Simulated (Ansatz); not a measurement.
A run of Ansatz 0.2.0 is set up as follows.

Contents of input.yaml:

```yaml
crystal:
  lattice:
    - [3.5432, 0.0, 0.0]
    - [-1.7716, 3.0685012107, 0.0]
    - [0.0, 0.0, 5.0388]
  atoms:
    - { symbol: Pt, position: [0.0, 0.0, 0.0] }
    - { symbol: S, position: [0.6666666667, 0.3333333333, 0.773] }
    - { symbol: S, position: [0.3333333333, 0.6666666667, 0.227] }
hamiltonian:
  xc: pbe
  pseudopotentials: { kind: paw }
kpoints:
  mp_grid: { grid: [9, 9, 5] }
scf:
  occupations: { method: gaussian, width: 0.018 }
output:
  forces: true
  stress: true
  eigenvalues: true
```

Potentials or basis: Ansatz PAW.

Run with:

```sh
$ ansatz run input.yaml --threads 2 --pin off --max-ram 5632MiB --backend cpu --events-out ev --progress --plain --runs-dir out
```

**Question.** Estimate the band gap on the k mesh.

**Answer.** 1.02 eV, indirect (least direct gap 1.07 eV).

**Question.** Predict the pressure.

**Answer.** 11.6 GPa.

**Question.** Predict the largest force.

**Answer.** 1.257 eV/Å.

Stress tensor (GPa, compression positive):
```
12.18  0.00  0.00
 0.00 12.18  0.00
 0.00  0.00 10.42
```

Caveat: odd divisions of the mesh miss points on the zone boundary, where band edges often lie, so the gap on the mesh can be too wide; spin-orbit coupling is left out, which moves the levels of the heavy elements; forces of over 1 eV/Å show positions far from the minimum, so gaps and moduli don't describe the material at rest. A hybrid or GW would open this gap; PBE tends to underestimate it.
